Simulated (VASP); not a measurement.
A run of VASP 6.6.1:

File INCAR:

```
PREC = Accurate ; ENCUT = 600
EDIFF = 1E-6 ; ISMEAR = -1
SIGMA = 0.05 ; LREAL = F
LASPH = T ; NELM = 60
ALGO = Normal ; ISIF = 3
LWAVE = F ; LCHARG = F
IBRION = 2 ; NSW = 40
EDIFFG = -0.01 ; PSTRESS = 750
```

Contents of KPOINTS:

```
regular mesh
0
Gamma
  13 13 13
```

File POSCAR:

```
SiC
1.0
    0.0000000000      2.1800000000      2.1800000000
    2.1800000000      0.0000000000      2.1800000000
    2.1800000000      2.1800000000      0.0000000000
C Si
1 1
Direct
    0.2500000000      0.2500000000      0.2500000000
    0.0000000000      0.0000000000      0.0000000000
```

Potentials or basis: VASP PAW LDA potentials, release 64 (C, Si).

Launch:

```sh
$ cat potpaw_LDA.64/C/POTCAR potpaw_LDA.64/Si/POTCAR > POTCAR
$ mpirun -np 1 vasp_std > vasp.out
```

Hardware: 1 thread of Intel(R) Xeon(R) Platinum 8259CL CPU @ 2.50GHz (Skylake/Cascade Lake), with other jobs on the host.

Task: Estimate the wall time of this run.

Result: Wall time 55 s on 1 thread of Intel(R) Xeon(R) Platinum 8259CL CPU @ 2.50GHz (Skylake/Cascade Lake), on a shared host, peak memory 0.15 GiB. Counts: scf iterations 39, k points 84, ion steps 5.
